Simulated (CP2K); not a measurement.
Crystal: Cl.

```xyz
4
Lattice="3.8670 0.0000 0.0000 1.2487 3.6598 0.0000 0.0000 0.0000 8.2100" Properties=species:S:1:pos:R:3 pbc="T T T"
Cl    2.2174    2.3057    3.2840
Cl    1.5890    3.1841    7.3890
Cl    2.8982    1.3541    4.9260
Cl    3.5266    0.4758    0.8210
```

Program: CP2K 2026.2. Alike in all runs: task band structure; no spin polarisation; cell as given; k mesh 7 × 7 × 4.

**Question.** Order these runs on this cell by their band gap on the k mesh, lowest first.
A. level r2SCAN; potentials or basis POTENTIAL_UZH Cl GTH-SCAN-q7; TZVP-MOLOPT-SCAN-GTH basis; smearing fermi-dirac 0.01 eV; EPS_DEFAULT 1.0E-9; NGRIDS 4; basis sets Cl TZVP-MOLOPT-SCAN-GTH-q7; potentials Cl GTH-SCAN-q7 of POTENTIAL_UZH; points a segment of the path (NPOINTS) 10
B. level TB-mBJ; potentials or basis POTENTIAL_UZH Cl GTH-PBE-q7; TZVP-MOLOPT-PBE-GTH basis; smearing fermi-dirac 0.0259 eV; EPS_DEFAULT 1.0E-9; NGRIDS 4; basis sets Cl TZVP-MOLOPT-PBE-GTH-q7; potentials Cl GTH-PBE-q7 of POTENTIAL_UZH; points a segment of the path (NPOINTS) 6
C. level PBE; potentials or basis POTENTIAL_UZH Cl GTH-PBE-q7; TZVP-MOLOPT-PBE-GTH basis; smearing fermi-dirac 0.05 eV; EPS_DEFAULT 1.0E-10; NGRIDS 5; basis sets Cl TZVP-MOLOPT-PBE-GTH-q7; potentials Cl GTH-PBE-q7 of POTENTIAL_UZH; points a segment of the path (NPOINTS) 8

**Answer.** C (2.39 eV), A (2.75 eV), B (3.05 eV).

Caveats: the basis of atomic orbitals isn't converged, which shifts pressures, moduli and gaps; this is a model potential without an energy functional, so only levels have meaning (some runs).

